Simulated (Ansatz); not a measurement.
Two G0W0 runs on MoS2 (layers cut from the bulk crystal).

The cell holds 3 atoms: 2 S and 1 Mo. Cell: a = 3.117 Å, b = 3.117 Å, c = 29.500 Å, α = 90.0°, β = 90.0°, γ = 120.0°. It derives from MoS2. Vacuum lies along c.

```xyz
3
Lattice="3.1169 0.0000 0.0000 -1.5585 2.6993 0.0000 0.0000 0.0000 29.5000" Properties=species:S:1:pos:R:3
S     1.9481    0.6748   13.1859
Mo   -1.1688    2.4744   14.7500
S     1.9481    0.6748   16.3141
```

The structure was relaxed with PBEsol-D3(BJ). The runs that relaxed it are not among those shown. PAW set soft_2, made with PBE.

The first (Ansatz 0.2.0; start PBEsol, 9×9×1 mesh, 330 empty bands, screening to 70 eV; 1 × NVIDIA H100 80GB HBM3 (shared by 6 runs) with 3 threads of AMD EPYC 7R13 (Zen 3), shared host) gave, on its mesh: starting gap 1.90 eV, G0W0 gap 2.64 eV, mean of 1 + 4πα/V (set by the cell height) 2.96, 81 s.

The second gave: starting gap 1.90 eV, G0W0 gap 2.60 eV, mean of 1 + 4πα/V (set by the cell height) 2.97, 37 s.

What was changed in the input? Choose among start, files, mesh, bands and cutoff, frequency model or another key.

Changed: empty bands from 330 to 132 and screening cutoff (eV) from 70.0 to 38. The starting gap stayed, which rules out the functional and points to the GW step. Other changes could give like numbers; this is the one that was made.

Limits: not at the basis limit; coarse mesh for a sheet; no spin-orbit coupling.

[Paths, hosts, dates, memory and timing lines, banners, echoed tables and standing remarks are left out of the program output.]

[Logs are printed without paths, hosts, clocks, repeated set-up lines and the standing remarks that a program may print on its own settings, such as how far it seeks lower states.]

[Runs of the session that timed out or met a known fault of the program may be left out.]

[Cells called generated may have been cut or substituted from an entry of the Crystallography Open Database or the Materials Project.]

[Hosts, paths, dates, database ids (printed as entryN), source tags and the programs' standing remarks are cut or masked in the printed files.]
